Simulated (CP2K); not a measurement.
Sb under changes of volume

One of the cells (26.666 Å³/atom); the others are scaled copies at fixed shape and fractional positions:

```
Sb
1.0
     3.35344    0.00000    0.00000
     1.67672    2.90417    0.00000
     1.67672    0.96806    2.73808
Sb
1
Direct
  0.00000 0.00000 0.00000
```

This isn't the form of Sb at room conditions, which is rhombohedral.

- Program: CP2K 2026.2
- Functional: LDA
- Potentials or basis: GTH_POTENTIALS Sb GTH-PADE-q5; TZVP-MOLOPT-PBE-GTH basis
- Density cutoff: 6123 eV
- k mesh: 10 × 10 × 10
- Occupations: fermi-dirac, width 0.05 eV
- Spin: no spin polarisation

| volume (Å³/atom) | energy over the lowest point (meV/atom) | pressure (GPa) |
| --- | --- | --- |
| 25.066 | 10.81 | 3.1 |
| 25.599 | 3.11 | 1.6 |
| 26.133 | 0.00 | 0.2 |
| 26.666 | 1.36 | -1.1 |
| 27.199 | 6.93 | -2.3 |
| 27.733 | 16.39 | -3.4 |
| 28.266 | ? | ? |

Q: What does the run at 28.266 Å³/atom give?

A: Energy over the lowest point 29.38 meV/atom; pressure -4.4 GPa.

Worked out: A Birch-Murnaghan fit of order 3 (a polynomial in V^(-2/3)) to the other rows has its minimum at 26.23 Å³/atom with B0 = V·E''(V) = 65 GPa (rough, since the energies scatter). It gives 29.59 meV/atom at 28.266 Å³/atom, against the run's 29.38, and -dE/dV = -4.5 GPa, against -4.4.

Energies are extrapolated to zero smearing.

Caveats: the basis of atomic orbitals isn't converged, which shifts pressures, moduli and gaps.
